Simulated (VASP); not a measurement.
# Ca (Fm-3m) in VASP: a series of runs

One crystal, Ca, is run at these levels: PBE+D3(BJ), PBEsol; tasks: relaxation of cell and atoms.

All numbers are computed with VASP 6.6.1; they aren't measurements. Logs are shortened: lines on timing, memory, paths and dates and some standing lists are left out, and cuts for length are marked.

## (1) The crystal as given

It takes space group Fm-3m (No. 225, cubic). Conventional cell: a = 5.440 Å, b = 5.440 Å, c = 5.440 Å, α = 90.00°, β = 90.00°, γ = 90.00°. Around Ca (site symmetry m-3m) lie 12 Ca at 3.85 Å.

## (2) Relaxation of cell and atoms, PBE+D3(BJ)

The input, INCAR:

```
PREC = Accurate
ENCUT = 600
EDIFF = 1E-7
ISMEAR = 1
SIGMA = 0.1
LREAL = False
LASPH = True
NELM = 80
ALGO = Normal
ISIF = 3
LWAVE = False
LCHARG = False
GGA = PE
IVDW = 12
IBRION = 2
NSW = 90
EDIFFG = -0.005
```

The input, KPOINTS:

```
Automatic mesh
0
Gamma
  12 12 12
```

The input, POSCAR:

```
Ca                                      
1.0
   -0.0000000000      2.7200054295      2.7200054295
    2.7200054295      0.0000000000      2.7200054295
    2.7200054295      2.7200054295     -0.0000000000
  Ca            
     1
Direct
     0.0000000000000000    0.0000000000000000    0.0000000000000000
```

Potentials or basis: VASP PAW PBE potentials, release 64 (Ca_sv).

Command:

```bash
cat potpaw_PBE.64/Ca_sv/POTCAR > POTCAR
mpirun -np 1 vasp_std > vasp.out
```

OUTCAR:

```text
PREC = Accurate
   ENCUT = 600
   EDIFF = 1E-7
   ISMEAR = 1
   LREAL = False
   LASPH = True
   NELM = 80
   ISIF = 3
   GGA = PE
   IVDW = 12
   IBRION = 2
   NSW = 90
   EDIFFG = -0.005
 IVDW          = 12

 ion  position               nearest neighbor table
   1  0.000  0.000  0.000-

  LATTYP: Found a face centered cubic cell.
 ALAT       =     5.4400108590

  Lattice vectors:

 A1 = (   0.0000000000,   2.7200054295,   2.7200054295)
 A2 = (   2.7200054295,   0.0000000000,   2.7200054295)
 A3 = (   2.7200054295,   2.7200054295,   0.0000000000)

Analysis of symmetry for initial positions (statically):
=====================================================================
 Subroutine PRICEL returns:
 Original cell was already a primitive cell.

 Routine SETGRP: Setting up the symmetry group for a
 face centered cubic supercell.

 Subroutine GETGRP returns: Found 48 space group operations
 (whereof 48 operations were pure point group operations)
 out of a pool of 48 trial point group operations.

The static configuration has the point symmetry O_h .

Analysis of symmetry for dynamics (positions and initial velocities):
=====================================================================
 Subroutine PRICEL returns:
 Original cell was already a primitive cell.

 Routine SETGRP: Setting up the symmetry group for a
 face centered cubic supercell.

 Subroutine GETGRP returns: Found 48 space group operations
 (whereof 48 operations were pure point group operations)
 out of a pool of 48 trial point group operations.

The dynamic configuration has the point symmetry O_h .

 Subroutine INISYM returns: Found 48 space group operations
 (whereof 48 operations are pure point group operations),
 and found     1 'primitive' translations

----------------------------------------------------------------------------------------

                                     Primitive cell

  volume of cell :      40.2475

  direct lattice vectors                    reciprocal lattice vectors
     0.000000000  2.720005430  2.720005430    -0.183823162  0.183823162  0.183823162
     2.720005430  0.000000000  2.720005430     0.183823162 -0.183823162  0.183823162
     2.720005430  2.720005430  0.000000000     0.183823162  0.183823162 -0.183823162

  length of vectors
     3.846668568  3.846668568  3.846668568     0.318391057  0.318391057  0.318391057

  position of ions in fractional coordinates (direct lattice)
     0.000000000  0.000000000  0.000000000

  ion indices of the primitive-cell ions
   primitive index   ion index
                 1           1

----------------------------------------------------------------------------------------

 KPOINTS: Automatic mesh

Automatic generation of k-mesh.
 Grid dimensions read from file:
 generate k-points for:   12   12   12

 Generating k-lattice:

  Cartesian coordinates                     Fractional coordinates (reciprocal lattice)
    -0.015318597  0.015318597  0.015318597     0.083333333  0.000000000  0.000000000
     0.015318597 -0.015318597  0.015318597     0.000000000  0.083333333  0.000000000
     0.015318597  0.015318597 -0.015318597     0.000000000  0.000000000  0.083333333

  Length of vectors
     0.026532588  0.026532588  0.026532588

  Shift w.r.t. Gamma in fractional coordinates (k-lattice)
     0.000000000  0.000000000  0.000000000

 Subroutine IBZKPT returns following result:
 ===========================================

 Found     72 irreducible k-points:

 Following reciprocal coordinates:
            Coordinates               Weight
  0.000000  0.000000  0.000000      1.000000
  0.083333  0.000000  0.000000      8.000000
  0.166667  0.000000  0.000000      8.000000
  0.250000  0.000000  0.000000      8.000000
  0.333333  0.000000  0.000000      8.000000
  0.416667  0.000000  0.000000      8.000000
[... 16 lines left out ...]
  0.500000  0.166667  0.000000     24.000000
 -0.416667  0.166667  0.000000     24.000000
 [... further k-points ...]
   k-points           NKPTS =     72   k-points in BZ     NKDIM =     72   number of bands    NBANDS=      9
   number of dos      NEDOS =    301   number of ions     NIONS =      1
   total plane-waves  NPLWV =  32768
   dimension x,y,z NGX =    32 NGY =   32 NGZ =   32
   dimension x,y,z NGXF=    64 NGYF=   64 NGZF=   64
   ions per type =               1
   NGX,Y,Z   is equivalent  to a cutoff of  13.83, 13.83, 13.83 a.u.
   NGXF,Y,Z  is equivalent  to a cutoff of  27.66, 27.66, 27.66 a.u.
 SYSTEM =  unknown system
   PREC   = accura    normal or accurate (medium, high low for compatibility)
   ISTART =      0    job   : 0-new  1-cont  2-samecut
   ICHARG =      2    charge: 1-file 2-atom 10-const
   ISPIN  =      1    spin polarized calculation?
   LNONCOLLINEAR =      F non collinear calculations
   LSORBIT =      F    spin-orbit coupling
   LASPH  =      T    aspherical Exc in radial PAW
   ENCUT  =  600.0 eV  44.10 Ry    6.64 a.u.   7.68  7.68  7.68*2*pi/ulx,y,z
   NELM   =     80;   NELMIN=  2; NELMDL= -5     # of ELM steps
   EDIFF  = 0.1E-06   stopping-criterion for ELM
   LREAL  =      F    real-space projection
   EDIFFG = -.5E-02   stopping-criterion for IOM
   NSW    =     90    number of steps for IOM
   IBRION =      2    ionic relax: 0-MD 1-quasi-New 2-CG
   NFREE  =      1    steps in history (QN), initial steepest desc. (CG)
   ISIF   =      3    stress and relaxation
   ISYM   =      2    0-nonsym 1-usesym 2-fastsym
   POTIM  = 0.5000    time-step for ionic-motion
   TEBEG  =    0.0;   TEEND  =   0.0 temperature during run
   PSTRESS=    0.0 pullay stress
   NELECT =      10.0000    total number of electrons
   NUPDOWN=      -1.0000    fix difference up-down
   EMIN   =  10.00;   EMAX   =-10.00  energy-range for DOS
   EFERMI =   0.00;   METHOD = LEGACY
   ISMEAR =     1;   SIGMA  =   0.10  broadening in eV -4-tet -1-fermi 0-gaus
   EFERMI_NEDOS =   21; number of points for ismear=-14 and -15
   IALGO  =     38    algorithm
   IMIX   =      4    mixing-type and parameters
     AMIX     =   0.40;   BMIX     =  1.00
     AMIX_MAG =   1.60;   BMIX_MAG =  1.00
  volume/ion in A,a.u.               =      40.25       271.60
  Fermi-wavevector in a.u.,A,eV,Ry     =   1.029189  1.944885 14.411694  1.059230
  Thomas-Fermi vector in A             =   2.163224
   LORBIT       =      0    0 simple, 1 ext, 2 COOP (PROOUT), +10 PAW based schemes
   GGA     = PE    functional components
   LHFCALC =     F    Hartree Fock is set to
   AEXX    =    0.0000 exact exchange contribution
   IVDW    =    12    specifies the selected vdW correction
   LEPSILON=     F    determine dielectric tensor
   LRPA    =     F    only Hartree local field effects (RPA)
 conjugate gradient relaxation of ions
 non-spin polarized calculation
 Methfessel and Paxton  Order N= 1 SIGMA  =   0.10
  energy-cutoff  :      600.00
  volume of cell :       40.25
 maximum number of plane-waves:      1363
   NGX = 15   NGY = 15   NGZ = 15

 number of electron      10.0000000 magnetization

 Free energy of the ion-electron system (eV)
  ---------------------------------------------------
  ext. energy  EPLUGINS =         0.00000000
  ---------------------------------------------------
  free energy    TOTEN  =        -1.92156540 eV

  energy without entropy =       -1.92048683  energy(sigma->0) =       -1.92120588

 E-fermi :   2.1484     XC(G=0):  -7.8838

 val. band max:        2.1134051926   @ k =  -0.4167   0.2500   0.0000
 cond. band min:       2.1566270367   @ k =  -0.3333   0.3333   0.1667
 fundamental gap:      0.0432218442
 Fermi energy:         2.1484269163

 k-point     1 :       0.0000    0.0000    0.0000
  band No.  band energies     occupation
      1     -39.7586      2.00000
      2     -20.6691      2.00000
      3     -20.6691      2.00000
      4     -20.6691      2.00000
      5      -1.9583      2.00000
      6       4.5509      0.00000
      7       4.5509      0.00000
      8       4.5509      0.00000
      9       5.6821      0.00000

 k-point     2 :       0.0833    0.0000    0.0000
  band No.  band energies     occupation
      1     -39.7575      2.00000
      2     -20.6803      2.00000
      3     -20.6706      2.00000
      4     -20.6706      2.00000
      5      -1.8346      2.00000
      6       4.4162      0.00000
      7       4.5983      0.00000
      8       4.5984      0.00000
      9       5.6404      0.00000

 k-point     3 :       0.1667    0.0000    0.0000
  band No.  band energies     occupation
      1     -39.7544      2.00000
      2     -20.7108      2.00000
      3     -20.6747      2.00000
      4     -20.6747      2.00000
      5      -1.4726      2.00000
      6       4.0657     -0.00000
      7       4.6911      0.00000
      8       4.6911      0.00000
      9       5.5856      0.00000

 k-point     4 :       0.2500    0.0000    0.0000
  band No.  band energies     occupation
      1     -39.7502      2.00000
      2     -20.7521      2.00000
      3     -20.6803      2.00000
      4     -20.6803      2.00000
      5      -0.9004      2.00000
      6       3.5950     -0.00000
      7       4.6917      0.00000
      8       4.6917      0.00000
      9       5.6915      0.00000

 k-point     5 :       0.3333    0.0000    0.0000
  band No.  band energies     occupation
      1     -39.7459      2.00000
      2     -20.7930      2.00000
      3     -20.6860      2.00000
      4     -20.6860      2.00000
      5      -0.1697      2.00000
      6       3.0574     -0.00000
      7       4.5801      0.00000
      8       4.5801      0.00000
      9       5.9818      0.00000

 k-point     6 :       0.4167    0.0000    0.0000
  band No.  band energies     occupation
      1     -39.7428      2.00000
      2     -20.8227      2.00000
      3     -20.6901      2.00000
      4     -20.6901      2.00000
      5       0.6248      2.00000
      6       2.4630     -0.00008
      7       4.4700      0.00000
      8       4.4700      0.00000
      9       6.2810      0.00000
[... 169 lines left out ...]
 k-point    21 :       0.3333    0.1667    0.0000
  band No.  band energies     occupation
      1     -39.7459      2.00000
      2     -20.7696      2.00000
      3     -20.6976      2.00000
      4     -20.6972      2.00000
      5      -0.2857      2.00000
      6       3.3152     -0.00000
      7       4.2878      0.00000
      8       4.9403      0.00000
      9       5.5261      0.00000

 k-point    22 :       0.4167    0.1667    0.0000
  band No.  band energies     occupation
      1     -39.7424      2.00000
      2     -20.7991      2.00000
      3     -20.7070      2.00000
      4     -20.7008      2.00000
      5       0.4568      2.00000
      6       2.8688     -0.00000
      7       4.0608     -0.00000
      8       4.8482      0.00000
      9       5.9884      0.00000

 k-point    23 :       0.5000    0.1667    0.0000
  band No.  band energies     occupation
      1     -39.7403      2.00000
      2     -20.8167      2.00000
      3     -20.7157      2.00000
      4     -20.7010      2.00000
      5       1.2352      2.00000
      6       2.3214     -0.03458
      7       3.9600     -0.00000
      8       4.7546      0.00000
      9       6.4358      0.00000

 k-point    24 :      -0.4167    0.1667    0.0000
  band No.  band energies     occupation
      1     -39.7400      2.00000
      2     -20.8181      2.00000
      3     -20.7211      2.00000
      4     -20.6976      2.00000
      5       1.4533      2.00000
      6       2.1687      0.66517
      7       3.9208     -0.00000
      8       4.7197      0.00000
      9       6.2403      0.00000

 [... further k-points ...]

------------------------ aborting loop because EDIFF is reached ----------------------------------------

 Edisp (eV)   -0.24052

 E8    (eV) :    -0.1212

  FORCE on cell =-STRESS in cart. coord.  units (eV):
  Direction    XX          YY          ZZ          XY          YZ          ZX
  --------------------------------------------------------------------------------------
  -------------------------------------------------------------------------------------
  Total      -0.00126    -0.00126    -0.00126     0.00000    -0.00000     0.00000
  in kB      -0.05018    -0.05018    -0.05018     0.00000    -0.00000     0.00000
  external pressure =       -0.05 kB  Pullay stress =        0.00 kB

 VOLUME and BASIS-vectors are now :
 -----------------------------------------------------------------------------
  energy-cutoff  :      600.00
  volume of cell :       40.25
      direct lattice vectors                 reciprocal lattice vectors
     0.000000000  2.720005430  2.720005430    -0.183823162  0.183823162  0.183823162
     2.720005430  0.000000000  2.720005430     0.183823162 -0.183823162  0.183823162
     2.720005430  2.720005430  0.000000000     0.183823162  0.183823162 -0.183823162

 POSITION                                       TOTAL-FORCE (eV/Angst)
 -----------------------------------------------------------------------------------
      0.00000      0.00000      0.00000         0.000000     -0.000000      0.000000
 -----------------------------------------------------------------------------------
    total drift:                                0.000000      0.000000      0.000000

  FREE ENERGIE OF THE ION-ELECTRON SYSTEM (eV)
  ---------------------------------------------------
  free  energy   TOTEN  =        -2.1620820614 eV

  energy  without entropy=       -2.1610034890  energy(sigma->0) =       -2.16172254

 reached required accuracy - stopping structural energy minimisation
```

It took 17 s on 1 thread of Intel Xeon Platinum 8259CL at 2.50GHz (Skylake/Cascade Lake), shared host; peak memory 0.2 GiB.

What came out:

| Property | Result |
| --- | --- |
| Free energy | -2.1621 eV |
| Pressure after relaxing | 0.0 GPa |
| Band gap on the k mesh | none (metal or under the smearing width) |
| Dispersion energy per atom | -0.241 eV |

Final structure:
```xyz
1
Lattice="0.0000 2.7200 2.7200 2.7200 0.0000 2.7200 2.7200 2.7200 0.0000" Properties=species:S:1:pos:R:3 pbc="T T T"
Ca    0.0000    0.0000    0.0000
```

Levels at points of the mesh, in eV from the Fermi level:
```csv
k point,band 3,band 4,band 5,band 6,band 7,band 8
"(0.00, 0.00, 0.00)",-22.82,-22.82,-4.11,2.40,2.40,2.40
"(0.50, 0.00, 0.00)",-22.84,-22.84,-1.00,-0.12,2.28,2.28
"(0.50, 0.50, 0.00)",-22.88,-22.88,-0.50,0.55,1.06,4.25
```

Caveat: the relaxation stopped at its first step, so nothing moved; pairwise dispersion overbinds metals, which lowers pressure and volume.

(Continued in part 2 of 2.)
